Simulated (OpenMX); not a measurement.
The system is PtSe2 (Sudovikovite).

```xyz
3
Lattice="3.7240 0.0000 0.0000 -1.8620 3.2251 0.0000 0.0000 0.0000 5.0620" Properties=species:S:1:pos:R:3 pbc="T T T"
Pt    0.0000    0.0000    0.0000
Se    1.8620    1.0750    3.7965
Se    0.0000    2.1501    1.2655
```

* Program: OpenMX 3.8.5
* Task: single point
* Functional: PBE
* Potentials or basis: OpenMX 2013 PBE set, Pt7.0-s3p2d2f1, Se7.0-s3p2d2, grid cutoff 400 Ry
* k mesh: 9 × 9 × 5
* Occupations: fermi-dirac, width 0.05 eV
* Spin: no spin polarisation

On this cell: pressure 8.2 GPa; largest force 0.831 eV/Å; band gap on the k mesh none (metal or under the smearing width).

The same run follows on a disturbed copy (atoms moved at random, drawn with an rms of 0.05 Å):

```xyz
3
Lattice="3.7240 0.0000 0.0000 -1.8620 3.2251 0.0000 0.0000 0.0000 5.0620" Properties=species:S:1:pos:R:3 pbc="T T T"
Pt    0.0001    0.0730    0.0334
Se    1.8049    1.0686    3.7459
Se    0.0179    2.1128    1.2468
```

What changes?

The energy (extrapolated to zero smearing) moves by +40.3 meV/atom; pressure 8.1 GPa; largest force 2.216 eV/Å; band gap on the k mesh none (metal or under the smearing width).

Forces in eV/Å, atoms in the order of the input:
```
Pt  -0.348 -1.795 -1.252
Se   0.517  0.557 -0.154
Se  -0.169  1.240  1.407
```

Caveats: the basis of atomic orbitals isn't converged, which shifts pressures, moduli and gaps.
